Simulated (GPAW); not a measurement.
The system is Ti.

```
Ti
1.0
     2.95000    0.00000    0.00000
    -1.47500    2.55477    0.00000
     0.00000    0.00000    4.68000
Ti
2
Direct
  0.66667 0.33333 0.75000
  0.33333 0.66667 0.25000
```

- Program: GPAW 26.7.0
- Task: relaxation of cell and atoms
- Functional: PBEsol
- Dispersion: D3(BJ)+ATM
- Potentials or basis: PAW data sets generated in the run's folder for this functional
- Cutoff: 600 eV
- Basis: pw
- k mesh: 9 × 9 × 5
- Occupations: fermi-dirac, width 0.05 eV
- Spin: no spin polarisation

At the start: pressure -10.8 GPa; volume 17.64 Å³/atom.

**Question.** Where does the relaxation end?

**Answer.** Over 4 steps the energy falls by 50.9 meV/atom and the volume is 16.00 Å³/atom (-9.3 %); space group P6_3/mmc (No. 194, to 0.05 Å).

Step by step:
```csv
step,energy change (eV),largest force (eV/Å),pressure (GPa),volume (Å³)
1,0.0000,0.0000,-10.80,35.27
2,-0.0487,0.0001,-8.37,34.38
3,-0.0997,0.0000,0.84,31.78
4,-0.1017,0.0000,-0.05,32.00
```

Final structure:
```
Ti
1.0
     2.85778    0.00000    0.00000
    -1.42889    2.47491    0.00000
     0.00000    0.00000    4.52373
Ti
2
Direct
  0.66667 0.33333 0.75000
  0.33333 0.66667 0.25000
```

Caveat: later steps reuse the first step's grids; pairwise dispersion overbinds metals, which lowers pressure and volume.
